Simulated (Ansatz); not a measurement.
## Elastic constants of C: input and output

Method: Ansatz, DFT PBE+D3(BJ), scalar-relativistic, plane waves, PAW.

Launched with:
```bash
ansatz run input.yaml --threads 1 --pin off --max-ram 3072MiB --backend cpu --events-out ev --progress --plain --runs-dir out
```

Input (bare energies are in eV):
```yaml
crystal:
  lattice:
    - [0.0, 2.1341341543, 3.3964014555]
    - [1.232770836, 0.0, 3.3964014555]
    - [1.232770836, 2.1341341543, 0.0]
  atoms:
    - { symbol: C, position: [0.1666910991, 0.8333089009, 0.1666910991] }
    - { symbol: C, position: [0.8333089009, 0.1666910991, 0.8333089009] }
basis:
  ecutwfc: 420
kpoints:
  mp_grid: { grid: [18, 18, 18] }
hamiltonian:
  xc: pbe
  dispersion: d3bj
scf:
  occupations: { method: gaussian, width: 0.02 }
output:
  forces: true
  stress: true
  eigenvalues: true
elastic:
  mode: clamped_ion
```

From the output:
```
--- Elastic constants: 6 strain directions × 4 members + reference (group order 8) ---
  dense FFT box of the reference and of every strained cell: 27×25×18
  strains applied: 11, 22, 33, 23, 13, 12; error gains: componentwise 1.00 (the most a stress slope's error grows in a printed constant), spectral 1.00 (1 for all six strains in a standard setting)
  pairwise dispersion correction: d3bj (s6 = 1.0, s8 = 0.7875, a1 = 0.4289, a2_bohr = 4.4407), with the weights of each atom's references fixed at the reference crystal's, and the forces and stress that the weights' published response gives ...
  C = ∂σ_k/∂η_j (tension-positive GPa; Voigt order 11 22 33 23 13 12):
      1063.732    152.001     -5.392      0.000      0.000      0.000
       152.057   1065.988     -9.548      0.000      0.000      0.000
        -5.478     -9.569     32.413      0.000      0.000      0.000
         0.000      0.000      0.000     -3.441      0.000      0.000
         0.000      0.000      0.000      0.000      7.421      0.000
         0.000      0.000      0.000      0.000      0.000    432.578
  reference stress σ⁰ (GPa):      0.000      0.000     -0.003     -0.000     -0.000     -0.000
  C* (energy form; C + prestress term) asymmetry max|C*_kj − C*_jk| = 8.923e-2 GPa — a small one proves nothing (zero by symmetry where the batch's group is 432, −43m or m−3m); a large one is finite-difference/SCF noise where every solve ...
  moduli (Voigt/Reuss/Hill, GPa): K = 270.69/29.98/150.33   G = 222.32/-45.42/88.45   E = 221.84   ν = 0.254
  mechanically stable: NO (min eigenvalue of sym C = -3.44 GPa)
  the cell is mechanically unstable, and its weakest contacts join parallel layers: if it is meant as a slab among its images, read the layer's verdict in place of the crystal's
  the layer in its plane, per area (N/m: the tensor there times 3.3964 Å, the cell's volume per area; the error gains are the tensor's), 1 along (-0.500, 0.866, 0.000), 2 along (0.866, 0.500, 0.000):
    C11 = 355.79   C22 = 355.40   C12 = 57.71   C66 = 153.00   C16 = 3.67   C26 = -3.34
  moduli of the layer (Voigt/Reuss/Hill, N/m): K = 206.65/206.65/206.65   G = 150.97/150.86/150.91   E = 348.88   ν = 0.156
  mechanically stable in its plane: yes (min eigenvalue of those constants = 152.83 N/m; a buckling out of the plane is not judged)
  strain η (Voigt 11):  stress-route row diagonal C_11 = 1063.73 GPa, energy-path curvature d²(F+E_count+ΔE)/dδ²/Ω₀ = 1063.63 GPa
    cells at ±δ against ±2δ: C21 152.09 and 152.18 GPa, apart by 0.01 % of the column's largest entry
         δ    σ_11 (GPa) F (eV) n_scf n_hpsi n_pw
    -4.000e-3      -4.3097        -502.1663053       7  147149    362
    -2.000e-3      -2.1411        -502.1670223       3  122158    364
     2.000e-3       2.1138        -502.1670322       3  121930    365
     4.000e-3       4.2002        -502.1663273       5  128669    365
  strain η (Voigt 22):  stress-route row diagonal C_22 = 1065.99 GPa, energy-path curvature d²(F+E_count+ΔE)/dδ²/Ω₀ = 1066.07 GPa
    cells at ±δ against ±2δ: C12 152.02 and 152.08 GPa, apart by 0.01 % of the column's largest entry
         δ    σ_22 (GPa) F (eV) n_scf n_hpsi n_pw
    -4.000e-3      -4.3197        -502.1662989       7  146874    361
    -2.000e-3      -2.1460        -502.1670182       3  122345    363
     2.000e-3       2.1180        -502.1670380       3  123256    365
     4.000e-3       4.2088        -502.1663279       5  129037    365
  strain η (Voigt 33):  stress-route row diagonal C_33 = 32.41 GPa, energy-path curvature d²(F+E_count+ΔE)/dδ²/Ω₀ = 32.47 GPa
    cells at ±δ against ±2δ: C13 -5.42 and -5.49 GPa, apart by 0.24 % of the column's largest entry
         δ    σ_33 (GPa) F (eV) n_scf n_hpsi n_pw
    -4.000e-3      -0.1368        -502.1672322       6  143582    364
    -2.000e-3      -0.0687        -502.1672458       3  125428    364
     2.000e-3       0.0610        -502.1672466       3  122887    365
     4.000e-3       0.1231        -502.1672278       4  126999    365
  strain η (Voigt 23):  stress-route row diagonal C_44 = -3.44 GPa, energy-path curvature d²(F+E_count+ΔE)/dδ²/Ω₀ = -3.36 GPa
    cells at ±δ against ±2δ: C44 -3.43 and -3.40 GPa, apart by 0.88 % of the column's largest entry
         δ    σ_23 (GPa) F (eV) n_scf n_hpsi n_pw
    -4.000e-3       0.0136        -502.1672604       5  234108    364
    -2.000e-3       0.0069        -502.1672630       3  220302    365
     2.000e-3      -0.0069        -502.1672630       3  217476    365
     4.000e-3      -0.0136        -502.1672604       4  216679    364
  strain η (Voigt 13):  stress-route row diagonal C_55 = 7.42 GPa, energy-path curvature d²(F+E_count+ΔE)/dδ²/Ω₀ = 7.33 GPa
    cells at ±δ against ±2δ: C55 7.37 and 7.22 GPa, apart by 2.08 % of the column's largest entry
         δ    σ_13 (GPa) F (eV) n_scf n_hpsi n_pw
    -4.000e-3      -0.0289        -502.1672524       5  234057    364
    -2.000e-3      -0.0147        -502.1672621       3  218795    365
     2.000e-3       0.0147        -502.1672621       3  215774    365
     4.000e-3       0.0289        -502.1672524       4  216888    364
  strain η (Voigt 12):  stress-route row diagonal C_66 = 432.58 GPa, energy-path curvature d²(F+E_count+ΔE)/dδ²/Ω₀ = 432.52 GPa
    cells at ±δ against ±2δ: C66 432.79 and 433.44 GPa, apart by 0.15 % of the column's largest entry
         δ    σ_12 (GPa) F (eV) n_scf n_hpsi n_pw
    -4.000e-3      -1.7338        -502.1668802       6  249631    364
    -2.000e-3      -0.8656        -502.1671684       4  225922    365
     2.000e-3       0.8656        -502.1671684       4  223213    365
     4.000e-3       1.7338        -502.1668802       4  225413    364
```

The run took 3.2 min on 1 thread of Intel(R) Xeon(R) Platinum 8488C (Sapphire Rapids) (shared host), peak memory 0.62 GiB.

As the tensor has a negative eigenvalue, the Reuss and Hill moduli of a polycrystal, and E and ν formed from them, have no physical meaning here.

Clamped-ion constants are upper bounds: once the atoms relax, a strain can turn out softer or unstable.

This form isn't the element's structure at ambient conditions.